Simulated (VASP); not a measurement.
Here is a VASP 6.6.1 calculation.

File INCAR:

```
SYSTEM = O
ALGO     = Normal         ! electronic algorithm
EDIFF    = 1E-7           ! SCF threshold, eV
ENCUT    = 520            ! plane-wave cutoff, eV
GGA      = AM             ! functional
ISIF     = 2              ! what is computed and relaxed
ISMEAR   = 0              ! smearing method
IVDW     = 13             ! dispersion correction
LASPH    = .True.         ! aspherical terms in the spheres
LCHARG   = .False.        ! write CHGCAR
LREAL    = .False.        ! projectors in reciprocal space
LWAVE    = .False.        ! write WAVECAR
NELM     = 80             ! most SCF steps
PREC     = Accurate       ! precision mode
SIGMA    = 0.01           ! smearing width, eV
```

Contents of KPOINTS:

```
k-points
0
Gamma
  12 12 12
  0 0 0
```

The input POSCAR:

```
O
1.0
    0.0000000000      1.8110465033      3.7361930043
    1.4391249946      0.0000000000      3.7361930043
    1.4391249946      1.8110465033      0.0000000000
O
2
Direct
    0.5789020000      0.5789020000      0.4210980000
    0.4210980000      0.4210980000      0.5789020000
```

Contents of KPOINTS_OPT:

```
path GYTZGXA1Y,TX1,XAZ,LG
20
line-mode
reciprocal
 0.0000000000  0.0000000000  0.0000000000  G
 0.5000000000  0.0000000000  0.5000000000  Y

 0.5000000000  0.0000000000  0.5000000000  Y
 1.0000000000  0.5000000000  0.5000000000  T

 1.0000000000  0.5000000000  0.5000000000  T
 0.5000000000  0.5000000000  0.0000000000  Z

 0.5000000000  0.5000000000  0.0000000000  Z
 0.0000000000  0.0000000000  0.0000000000  G

 0.0000000000  0.0000000000  0.0000000000  G
 0.0000000000  0.4449539306  0.4449539306  X

 0.0000000000  0.4449539306  0.4449539306  X
 0.5000000000  0.1292297591  0.6292297591  A1

 0.5000000000  0.1292297591  0.6292297591  A1
 0.5000000000  0.0000000000  0.5000000000  Y

 1.0000000000  0.5000000000  0.5000000000  T
 1.0000000000  0.5550460694  0.5550460694  X1

 0.0000000000  0.4449539306  0.4449539306  X
 0.5000000000  0.8707702409  0.3707702409  A

 0.5000000000  0.8707702409  0.3707702409  A
 0.5000000000  0.5000000000  0.0000000000  Z

 0.5000000000  0.5000000000  0.5000000000  L
 0.0000000000  0.0000000000  0.0000000000  G
```

Potentials or basis: VASP PAW PBE potentials, release 64 (O).

Command:

```bash
$ cat potpaw_PBE.64/O/POTCAR > POTCAR
$ mpirun -np 1 vasp_std > vasp.out
```

Question: What does it give for the largest force?

Answer: 3.644 eV/Å.

Question: Predict the pressure.

Answer: 15.3 GPa.

Question: What does it give for the band gap along the path?

Answer: None (metal or under the smearing width).

Levels at the corners of the path, in eV from the Fermi level:
```tsv
point	band 3	band 4	band 5	band 6	band 7	band 8	band 9	band 10
Γ	-9.49	-5.71	-5.15	1.41	1.91	11.00	11.64	12.66
Y	-9.96	-8.15	-6.93	-1.61	-0.66	11.58	12.06	15.82
Y	-9.96	-8.15	-6.93	-1.61	-0.66	11.58	12.06	15.82
T	-9.80	-8.26	-6.46	-2.17	-0.31	11.12	11.44	18.23
T	-9.80	-8.26	-6.46	-2.17	-0.31	11.12	11.44	18.24
Z	-7.95	-5.77	-5.18	1.57	1.99	7.05	11.16	14.97
Z	-7.95	-5.77	-5.18	1.57	1.99	7.05	11.16	14.97
Γ	-9.49	-5.71	-5.15	1.41	1.91	11.00	11.64	12.66
Γ	-9.49	-5.71	-5.15	1.41	1.91	11.00	11.64	12.66
X	-9.68	-8.39	-6.49	-2.06	-0.40	11.17	11.86	18.36
X	-9.68	-8.39	-6.49	-2.06	-0.40	11.17	11.86	18.36
A1	-9.31	-8.57	-6.91	-1.10	-0.89	11.37	13.67	16.80
A1	-9.31	-8.57	-6.91	-1.10	-0.89	11.37	13.67	16.80
Y	-9.96	-8.15	-6.93	-1.61	-0.66	11.58	12.06	15.82
T	-9.80	-8.26	-6.46	-2.17	-0.31	11.12	11.44	18.22
X1	-9.68	-8.39	-6.49	-2.06	-0.40	11.17	11.86	18.36
X	-9.68	-8.39	-6.49	-2.06	-0.40	11.17	11.86	18.36
A	-9.31	-8.57	-6.91	-1.10	-0.89	11.37	13.67	16.80
A	-9.31	-8.57	-6.91	-1.10	-0.89	11.37	13.67	16.80
Z	-7.95	-5.77	-5.18	1.57	1.99	7.05	11.16	14.97
L	-10.37	-7.52	-5.29	-2.30	1.85	10.38	15.89	16.02
Γ	-9.49	-5.71	-5.15	1.41	1.91	11.00	11.64	12.66
```

Caveat: the standard files for N, O and F lose accuracy on very short bonds; spin is off for a triplet molecule; the PAW data sets were made with another functional, which shifts forces and pressure a little; pairwise dispersion overbinds metals, which lowers pressure and volume.
